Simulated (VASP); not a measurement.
Input of a VASP 6.6.1 run:

INCAR

```
PREC = Accurate
ENCUT = 520
EDIFF = 1E-6
ISMEAR = -1
SIGMA = 0.1
LREAL = F
LASPH = T
NELM = 100
ALGO = Normal
ISIF = 2
LWAVE = F
LCHARG = F
NBANDS = 12
```

The input KPOINTS:

```
regular mesh
0
Gamma
  16 16 16
```

File POSCAR:

```
Ce
1.0
    0.0000000000      2.2343189083      2.2343189083
    2.2343189083      0.0000000000      2.2343189083
    2.2343189083      2.2343189083      0.0000000000
Ce
1
Direct
    0.0000000000      0.0000000000      0.0000000000
```

Potentials or basis: VASP PAW LDA potentials, release 64 (Ce).

Launch:

```console
$ cat potpaw_LDA.64/Ce/POTCAR > POTCAR
$ mpirun -np 1 vasp_std > vasp.out
```

Problem. What does it give for the band gap on the k mesh?

Solution. None (metal or under the smearing width).

Problem. Predict the pressure.

Solution. 1.8 GPa.

Spin-orbit coupling is left out, which matters for the levels of Ce. Spin polarisation is off, so any magnetic state and its effect on volume and gap are missing.
